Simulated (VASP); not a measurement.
# TiSe2 (P-3m1) in VASP: notebook

Runs on TiSe2. Level: PBE+D3(BJ). Tasks: relaxation of cell and atoms.

The COD entry that gives the cell may itself be a prediction, so a difference from it is no test against experiment.

Program: VASP 6.6.1. These are calculated values, not measurements. Logs are shortened: lines on timing, memory, paths and dates and some standing lists are left out, and cuts for length are marked.

### Step 1. The crystal as given

The structure is trigonal, space group P-3m1 (No. 164). Conventional cell: a = 3.536 Å, b = 3.536 Å, c = 6.004 Å, α = 90.00°, β = 90.00°, γ = 120.00°. Ti (site symmetry -3m) has 6 Se at 2.55 Å as nearest neighbours. Around Se (site symmetry 3m) lie 3 Ti at 2.55 Å.

### Step 2. Relaxation of cell and atoms, PBE+D3(BJ)

INCAR

```
PREC = Accurate
ENCUT = 600
EDIFF = 1E-6
ISMEAR = 1
SIGMA = 0.1
LREAL = F
LASPH = T
NELM = 80
ALGO = Normal
ISIF = 3
LWAVE = F
LCHARG = F
GGA = PE
IVDW = 12
IBRION = 2
NSW = 90
EDIFFG = -0.01
```

KPOINTS

```
regular mesh
0
Gamma
  12 12 6
```

POSCAR

```
TiSe2
1.0
    3.5360000000      0.0000000000      0.0000000000
   -1.7680000000      3.0622658278      0.0000000000
    0.0000000000      0.0000000000      6.0040000000
Ti Se
1 2
Direct
    0.0000000000      0.0000000000      0.0000000000
    0.3333333333      0.6666666667      0.2552000000
    0.6666666667      0.3333333333      0.7448000000
```

Potentials or basis: VASP PAW PBE potentials, release 64 (Ti_sv, Se).

Command:

```sh
$ cat potpaw_PBE.64/Ti_sv/POTCAR potpaw_PBE.64/Se/POTCAR > POTCAR
$ mpirun -np 1 vasp_std > vasp.out
```

OUTCAR:

```text
PREC = Accurate
   ENCUT = 600
   EDIFF = 1E-6
   ISMEAR = 1
   LREAL = F
   LASPH = T
   NELM = 80
   ISIF = 3
   GGA = PE
   IVDW = 12
   IBRION = 2
   NSW = 90
   EDIFFG = -0.01
 IVDW          = 12

 ion  position               nearest neighbor table
   1  0.000  0.000  0.000-   2 2.55   3 2.55   3 2.55   2 2.55   3 2.55   2 2.55
   2  0.333  0.667  0.255-   1 2.55   1 2.55   1 2.55
   3  0.667  0.333  0.745-   1 2.55   1 2.55   1 2.55

  LATTYP: Found a hexagonal cell.
 ALAT       =     3.5360000000
 C/A-ratio  =     1.6979638009

  Lattice vectors:

 A1 = (   3.5360000000,   0.0000000000,   0.0000000000)
 A2 = (  -1.7680000000,   3.0622658278,   0.0000000000)
 A3 = (   0.0000000000,   0.0000000000,   6.0040000000)

Analysis of symmetry for initial positions (statically):
=====================================================================
 Subroutine PRICEL returns:
 Original cell was already a primitive cell.

 Routine SETGRP: Setting up the symmetry group for a
 hexagonal supercell.

 Subroutine GETGRP returns: Found 12 space group operations
 (whereof 12 operations were pure point group operations)
 out of a pool of 24 trial point group operations.

The static configuration has the point symmetry D_3d.

Analysis of symmetry for dynamics (positions and initial velocities):
=====================================================================
 Subroutine PRICEL returns:
 Original cell was already a primitive cell.

 Routine SETGRP: Setting up the symmetry group for a
 hexagonal supercell.

 Subroutine GETGRP returns: Found 12 space group operations
 (whereof 12 operations were pure point group operations)
 out of a pool of 24 trial point group operations.

The dynamic configuration has the point symmetry D_3d.

 Subroutine INISYM returns: Found 12 space group operations
 (whereof 12 operations are pure point group operations),
 and found     1 'primitive' translations

----------------------------------------------------------------------------------------

                                     Primitive cell

  volume of cell :      65.0123

  direct lattice vectors                    reciprocal lattice vectors
     3.536000000  0.000000000  0.000000000     0.282805430  0.163277791  0.000000000
    -1.768000000  3.062265828  0.000000000     0.000000000  0.326555582  0.000000000
     0.000000000  0.000000000  6.004000000     0.000000000  0.000000000  0.166555630

  length of vectors
     3.536000000  3.536000000  6.004000000     0.326555582  0.326555582  0.166555630

  position of ions in fractional coordinates (direct lattice)
     0.000000000  0.000000000  0.000000000
     0.333333333  0.666666667  0.255200000
     0.666666667  0.333333333  0.744800000

  ion indices of the primitive-cell ions
   primitive index   ion index
                 1           1
                 2           2
                 3           3

----------------------------------------------------------------------------------------

 KPOINTS: regular mesh

Automatic generation of k-mesh.
 Grid dimensions read from file:
 generate k-points for:   12   12    6

 Generating k-lattice:

  Cartesian coordinates                     Fractional coordinates (reciprocal lattice)
     0.023567119  0.013606483  0.000000000     0.083333333  0.000000000  0.000000000
     0.000000000  0.027212965  0.000000000     0.000000000  0.083333333  0.000000000
     0.000000000  0.000000000  0.027759272     0.000000000  0.000000000  0.166666667

  Length of vectors
     0.027212965  0.027212965  0.027759272

  Shift w.r.t. Gamma in fractional coordinates (k-lattice)
     0.000000000  0.000000000  0.000000000

 Subroutine IBZKPT returns following result:
 ===========================================

 Found    100 irreducible k-points:

 Following reciprocal coordinates:
            Coordinates               Weight
  0.000000  0.000000  0.000000      1.000000
  0.083333  0.000000  0.000000      6.000000
  0.166667  0.000000  0.000000      6.000000
  0.250000  0.000000  0.000000      6.000000
  0.333333  0.000000  0.000000      6.000000
  0.416667  0.000000  0.000000      6.000000
[... 16 lines left out ...]
  0.166667  0.000000  0.166667      6.000000
  0.000000  0.166667  0.166667      6.000000
 [... further k-points ...]
   k-points           NKPTS =    100   k-points in BZ     NKDIM =    100   number of bands    NBANDS=     16
   number of dos      NEDOS =    301   number of ions     NIONS =      3
   total plane-waves  NPLWV =  37632
   dimension x,y,z NGX =    28 NGY =   28 NGZ =   48
   dimension x,y,z NGXF=    56 NGYF=   56 NGZF=   96
   ions per type =               1   2
   NGX,Y,Z   is equivalent  to a cutoff of  13.16, 13.16, 13.29 a.u.
   NGXF,Y,Z  is equivalent  to a cutoff of  26.33, 26.33, 26.58 a.u.
 SYSTEM =  unknown system
   PREC   = accura    normal or accurate (medium, high low for compatibility)
   ISTART =      0    job   : 0-new  1-cont  2-samecut
   ICHARG =      2    charge: 1-file 2-atom 10-const
   ISPIN  =      1    spin polarized calculation?
   LNONCOLLINEAR =      F non collinear calculations
   LSORBIT =      F    spin-orbit coupling
   LASPH  =      T    aspherical Exc in radial PAW
   ENCUT  =  600.0 eV  44.10 Ry    6.64 a.u.   7.06  7.06 11.99*2*pi/ulx,y,z
   NELM   =     80;   NELMIN=  2; NELMDL= -5     # of ELM steps
   EDIFF  = 0.1E-05   stopping-criterion for ELM
   LREAL  =      F    real-space projection
   EDIFFG = -.1E-01   stopping-criterion for IOM
   NSW    =     90    number of steps for IOM
   IBRION =      2    ionic relax: 0-MD 1-quasi-New 2-CG
   NFREE  =      1    steps in history (QN), initial steepest desc. (CG)
   ISIF   =      3    stress and relaxation
   ISYM   =      2    0-nonsym 1-usesym 2-fastsym
   POTIM  = 0.5000    time-step for ionic-motion
   TEBEG  =    0.0;   TEEND  =   0.0 temperature during run
   PSTRESS=    0.0 pullay stress
   NELECT =      24.0000    total number of electrons
   NUPDOWN=      -1.0000    fix difference up-down
   EMIN   =  10.00;   EMAX   =-10.00  energy-range for DOS
   EFERMI =   0.00;   METHOD = LEGACY
   ISMEAR =     1;   SIGMA  =   0.10  broadening in eV -4-tet -1-fermi 0-gaus
   EFERMI_NEDOS =   21; number of points for ismear=-14 and -15
   IALGO  =     38    algorithm
   IMIX   =      4    mixing-type and parameters
     AMIX     =   0.40;   BMIX     =  1.00
     AMIX_MAG =   1.60;   BMIX_MAG =  1.00
  volume/ion in A,a.u.               =      21.67       146.24
  Fermi-wavevector in a.u.,A,eV,Ry     =   1.174393  2.219280 18.765127  1.379198
  Thomas-Fermi vector in A             =   2.310790
   LORBIT       =      0    0 simple, 1 ext, 2 COOP (PROOUT), +10 PAW based schemes
   GGA     = PE    functional components
   LHFCALC =     F    Hartree Fock is set to
   AEXX    =    0.0000 exact exchange contribution
   IVDW    =    12    specifies the selected vdW correction
   LEPSILON=     F    determine dielectric tensor
   LRPA    =     F    only Hartree local field effects (RPA)
 conjugate gradient relaxation of ions
 non-spin polarized calculation
 Methfessel and Paxton  Order N= 1 SIGMA  =   0.10
  energy-cutoff  :      600.00
  volume of cell :       65.01
 maximum number of plane-waves:      2193
   NGX = 15   NGY = 15   NGZ = 23

--------------------------------------- Ionic step        1  -------------------------------------------

 number of electron      24.0000001 magnetization

 Free energy of the ion-electron system (eV)
  ---------------------------------------------------
  ext. energy  EPLUGINS =         0.00000000
  ---------------------------------------------------
  free energy    TOTEN  =       -18.17606113 eV

  energy without entropy =      -18.17651070  energy(sigma->0) =      -18.17621099

 E-fermi :   4.7961     XC(G=0):  -9.9970

 val. band max:        4.7445082450   @ k =   0.5000   0.0000   0.3333
 cond. band min:       4.8065377620   @ k =   0.0000   0.3333   0.3333
 fundamental gap:      0.0620295169
 Fermi energy:         4.7960722754

 k-point     1 :       0.0000    0.0000    0.0000
  band No.  band energies     occupation
      1     -52.8289      2.00000
      2     -29.0548      2.00000
      3     -29.0439      2.00000
      4     -29.0439      2.00000
      5      -9.1572      2.00000
      6      -7.7283      2.00000
[... 8 lines left out ...]
     15       5.4384     -0.00000
     16       8.1064      0.00000
[... 420 lines left out ...]
  band No.  band energies     occupation
      1     -52.8271      2.00000
      2     -29.0661      2.00000
      3     -29.0501      2.00000
      4     -29.0490      2.00000
      5      -8.8089      2.00000
      6      -7.7232      2.00000
[... 8 lines left out ...]
     15       6.2702     -0.00000
     16       7.5841      0.00000

 [... further k-points ...]

------------------------ aborting loop because EDIFF is reached ----------------------------------------

 Edisp (eV)   -1.27747

 E8    (eV) :    -0.5543

  FORCE on cell =-STRESS in cart. coord.  units (eV):
  Direction    XX          YY          ZZ          XY          YZ          ZX
  --------------------------------------------------------------------------------------
  -------------------------------------------------------------------------------------
  Total      -0.77075    -0.77075    -0.36620     0.00000    -0.00000     0.00000
  in kB     -18.99442   -18.99442    -9.02467     0.00000    -0.00000     0.00000
  external pressure =      -15.67 kB  Pullay stress =        0.00 kB
[... 100 lines left out ...]
  FREE ENERGIE OF THE ION-ELECTRON SYSTEM (eV)
  ---------------------------------------------------
  free  energy   TOTEN  =       -19.4626208953 eV

  energy  without entropy=      -19.4629016887  energy(sigma->0) =      -19.46271449

[... ionic steps 4 to 7 ...]

--------------------------------------- Ionic step        8  -------------------------------------------

 number of electron      24.0000002 magnetization

------------------------ aborting loop because EDIFF is reached ----------------------------------------

 Edisp (eV)   -1.35515

 E8    (eV) :    -0.5878
[... 71 lines left out ...]
  energy  without entropy=      -19.4757347114  energy(sigma->0) =      -19.47571186

--------------------------------------- Ionic step       10  -------------------------------------------

 number of electron      24.0000002 magnetization

 Free energy of the ion-electron system (eV)
  ---------------------------------------------------
  ext. energy  EPLUGINS =         0.00000000
  ---------------------------------------------------
  free energy    TOTEN  =       -18.12329175 eV

  energy without entropy =      -18.12333584  energy(sigma->0) =      -18.12330645

 E-fermi :   5.3936     XC(G=0): -10.3072

 val. band max:        5.3864420184   @ k =   0.0000   0.4167   0.1667
 cond. band min:       5.4018909518   @ k =   0.0833   0.0000   0.0000
 fundamental gap:      0.0154489334
 Fermi energy:         5.3935688897

 k-point     1 :       0.0000    0.0000    0.0000
  band No.  band energies     occupation
      1     -52.1276      2.00000
      2     -28.3610      2.00000
      3     -28.3469      2.00000
      4     -28.3469      2.00000
      5      -8.8181      2.00000
      6      -7.2002      2.00000
[... 8 lines left out ...]
     15       6.0087     -0.00000
     16       8.6852      0.00000
[... 420 lines left out ...]
  band No.  band energies     occupation
      1     -52.1253      2.00000
      2     -28.3731      2.00000
      3     -28.3553      2.00000
      4     -28.3529      2.00000
      5      -8.4357      2.00000
      6      -7.2099      2.00000
[... 8 lines left out ...]
     15       6.9499     -0.00000
     16       8.3191      0.00000

 [... further k-points ...]

------------------------ aborting loop because EDIFF is reached ----------------------------------------

 Edisp (eV)   -1.35292

 E8    (eV) :    -0.5869

  FORCE on cell =-STRESS in cart. coord.  units (eV):
  Direction    XX          YY          ZZ          XY          YZ          ZX
  --------------------------------------------------------------------------------------
  -------------------------------------------------------------------------------------
  Total       0.00938     0.00938    -0.01364    -0.00000     0.00000     0.00000
  in kB       0.24439     0.24439    -0.35526    -0.00000     0.00000     0.00000
  external pressure =        0.04 kB  Pullay stress =        0.00 kB
[... 18 lines left out ...]
  FREE ENERGIE OF THE ION-ELECTRON SYSTEM (eV)
  ---------------------------------------------------
  free  energy   TOTEN  =       -19.4762074746 eV

  energy  without entropy=      -19.4762515605  energy(sigma->0) =      -19.47622217

 reached required accuracy - stopping structural energy minimisation
```

It took 7 min on 1 thread of Intel Xeon Platinum 8559C (Emerald Rapids), shared host; peak memory 0.31 GiB.

What came out:

```yaml
Free_energy: -19.4762 eV
Relaxed_volume: 20.50 Å³/atom
Relaxed_cell: a = 3.482 Å, b = 3.482 Å, c = 5.859 Å, α = 90.00°, β = 90.00°, γ = 120.00°
Space_group_after_relaxing_to_0.05_Å: P-3m1 (No. 164)
Energy_gained_by_relaxing: 7.6 meV/atom
Ionic_steps: 10
Pressure_after_relaxing: 0.0 GPa
Largest_force_after_relaxing: 0.008 eV/Å
Band_gap_on_the_k_mesh: none (metal or under the smearing width)
Dispersion_energy_per_atom: -0.451 eV
```

Forces in eV/Å, atoms in the order of the input:
```
Ti   0.000  0.000  0.000
Se   0.000  0.000 -0.008
Se   0.000  0.000  0.008
```

Step by step:
| step | energy change (eV) | largest force (eV/Å) | pressure (GPa) | volume (Å³) |
| --- | --- | --- | --- | --- |
| 1 | 0.0000 | 0.0905 | -1.57 | 65.01 |
| 2 | -0.0085 | 0.3343 | 0.77 | 63.04 |
| 3 | -0.0091 | 0.2857 | 0.30 | 63.41 |
| 4 | -0.0154 | 0.1559 | 0.07 | 62.97 |
| 5 | -0.0171 | 0.0444 | -0.12 | 62.60 |
| 6 | -0.0193 | 0.0390 | -0.05 | 62.32 |
| 7 | -0.0226 | 0.0178 | 0.18 | 61.46 |
| 8 | -0.0226 | 0.0158 | 0.20 | 61.41 |
| 9 | -0.0222 | 0.0692 | -0.44 | 61.77 |
| 10 | -0.0227 | 0.0080 | 0.00 | 61.51 |

Final structure:
```
Ti Se
1.0
     3.48178    0.00000    0.00000
    -1.74089    3.01531    0.00000
     0.00000    0.00000    5.85864
Ti Se
1 2
Direct
  0.00000 0.00000 0.00000
  0.33333 0.66667 0.26539
  0.66667 0.33333 0.73461
```

Levels at points of the mesh, in eV from the Fermi level:
```tsv
k point	band 9	band 10	band 11	band 12	band 13	band 14	band 15	band 16
(0.00, 0.00, 0.00)	-2.24	0.38	0.52	0.52	0.58	0.62	0.62	3.29
(0.50, 0.00, 0.00)	-2.94	-2.86	-2.24	-1.42	0.05	1.48	1.90	3.22
(0.00, 0.00, 0.50)	-2.16	-2.16	0.29	0.29	0.50	0.50	1.28	3.75
(0.50, 0.00, 0.50)	-2.82	-2.54	-1.12	-0.84	-0.25	1.47	1.87	3.05
```

### Step 3. Relaxation of cell and atoms, PBE+D3(BJ)

This run uses another cell than the first one, of 20.50 Å³/atom, 0.946 times its volume.

INCAR: that of step 2 with these lines changed.

```diff
@@ -2,3 +2,3 @@
 ENCUT = 600
-EDIFF = 1E-6
+EDIFF = 1E-7
 ISMEAR = 1
@@ -16,2 +16,2 @@
 NSW = 90
-EDIFFG = -0.01
+EDIFFG = -0.005
```

KPOINTS is that of step 2.

POSCAR

```
TiSe2                                   
1.0
    3.4817797518     -0.0000000000      0.0000000000
   -1.7408898759      3.0153097155     -0.0000000000
   -0.0000000000      0.0000000000      5.8586364394
  Ti              Se            
     1     2
Direct
     1.0000000000000000    0.0000000000000000    0.0000000000000000
     0.3333333332999970    0.6666666667000030    0.2653902342518608
     0.6666666667000030    0.3333333332999970    0.7346097657481391
```

Potentials or basis: VASP PAW PBE potentials, release 64 (Ti_sv, Se).

Command:

```sh
$ cat potpaw_PBE.64/Ti_sv/POTCAR potpaw_PBE.64/Se/POTCAR > POTCAR
$ mpirun -np 1 vasp_std > vasp.out
```

OUTCAR:

```text
PREC = Accurate
   ENCUT = 600
   EDIFF = 1E-7
   ISMEAR = 1
   LREAL = F
   LASPH = T
   NELM = 80
   ISIF = 3
   GGA = PE
   IVDW = 12
   IBRION = 2
   NSW = 90
   EDIFFG = -0.005
 IVDW          = 12

 ion  position               nearest neighbor table
   1  0.000  0.000  0.000-   2 2.54   3 2.54   3 2.54   2 2.54   3 2.54   2 2.54
   2  0.333  0.667  0.265-   1 2.54   1 2.54   1 2.54
   3  0.667  0.333  0.735-   1 2.54   1 2.54   1 2.54

  LATTYP: Found a hexagonal cell.
 ALAT       =     3.4817797518
 C/A-ratio  =     1.6826556695

  Lattice vectors:

 A1 = (   3.4817797518,   0.0000000000,   0.0000000000)
 A2 = (  -1.7408898759,   3.0153097155,   0.0000000000)
 A3 = (   0.0000000000,   0.0000000000,   5.8586364394)

Analysis of symmetry for initial positions (statically):
=====================================================================
 Subroutine PRICEL returns:
 Original cell was already a primitive cell.

 Routine SETGRP: Setting up the symmetry group for a
 hexagonal supercell.

 Subroutine GETGRP returns: Found 12 space group operations
 (whereof 12 operations were pure point group operations)
 out of a pool of 24 trial point group operations.

The static configuration has the point symmetry D_3d.

Analysis of symmetry for dynamics (positions and initial velocities):
[... 147 lines left out ...]
  energy-cutoff  :      600.00
  volume of cell :       61.51
 maximum number of plane-waves:      2071
   NGX = 13   NGY = 13   NGZ = 23

--------------------------------------- Ionic step        1  -------------------------------------------

 number of electron      24.0000002 magnetization

 Free energy of the ion-electron system (eV)
  ---------------------------------------------------
  ext. energy  EPLUGINS =         0.00000000
  ---------------------------------------------------
  free energy    TOTEN  =       -18.12272641 eV

  energy without entropy =      -18.12277033  energy(sigma->0) =      -18.12274105

------------------------ aborting loop because EDIFF is reached ----------------------------------------

 Edisp (eV)   -1.35292

 E8    (eV) :    -0.5869
[... 114 lines left out ...]
--------------------------------------- Ionic step        4  -------------------------------------------

 number of electron      24.0000002 magnetization

 Free energy of the ion-electron system (eV)
  ---------------------------------------------------
  ext. energy  EPLUGINS =         0.00000000
  ---------------------------------------------------
  free energy    TOTEN  =       -18.12375793 eV

  energy without entropy =      -18.12381036  energy(sigma->0) =      -18.12377541

 E-fermi :   5.3858     XC(G=0): -10.3028

 val. band max:        5.3810220818   @ k =   0.0000   0.4167   0.1667
 cond. band min:       5.3898094296   @ k =   0.0833   0.0000   0.0000
 fundamental gap:      0.0087873478
 Fermi energy:         5.3858383125

 k-point     1 :       0.0000    0.0000    0.0000
  band No.  band energies     occupation
      1     -52.1381      2.00000
      2     -28.3714      2.00000
      3     -28.3574      2.00000
      4     -28.3574      2.00000
      5      -8.8226      2.00000
      6      -7.2045      2.00000
[... 433 lines left out ...]
      3     -28.3657      2.00000
      4     -28.3633      2.00000
      5      -8.4407      2.00000
      6      -7.2149      2.00000
[... 8 lines left out ...]
     15       6.9421     -0.00000
     16       8.3100      0.00000

 [... further k-points ...]

------------------------ aborting loop because EDIFF is reached ----------------------------------------

 Edisp (eV)   -1.35190

 E8    (eV) :    -0.5864
[... 26 lines left out ...]
  FREE ENERGIE OF THE ION-ELECTRON SYSTEM (eV)
  ---------------------------------------------------
  free  energy   TOTEN  =       -19.4756593602 eV

  energy  without entropy=      -19.4757117926  energy(sigma->0) =      -19.47567684

 reached required accuracy - stopping structural energy minimisation
```

It took 2.9 min on 1 thread of Intel Xeon Platinum 8559C (Emerald Rapids), shared host; peak memory 0.29 GiB.

What came out:

* Free energy: -19.4757 eV
* Relaxed volume: 20.52 Å³/atom
* Relaxed cell: a = 3.484 Å, b = 3.484 Å, c = 5.857 Å, α = 90.00°, β = 90.00°, γ = 120.00°
* Space group after relaxing (to 0.05 Å): P-3m1 (No. 164)
* Energy gained by relaxing: 0.0 meV/atom
* Ionic steps: 4
* Pressure after relaxing: 0.0 GPa
* Band gap on the k mesh: none (metal or under the smearing width)
* Dispersion energy per atom: -0.451 eV

Final structure:
```
Ti Se
1.0
     3.48353    0.00000    0.00000
    -1.74177    3.01683    0.00000
     0.00000    0.00000    5.85705
Ti Se
1 2
Direct
  0.00000 0.00000 0.00000
  0.33333 0.66667 0.26520
  0.66667 0.33333 0.73480
```

Caveat: pairwise dispersion overbinds metals, which lowers pressure and volume.

(Continued in part 2 of 2.)
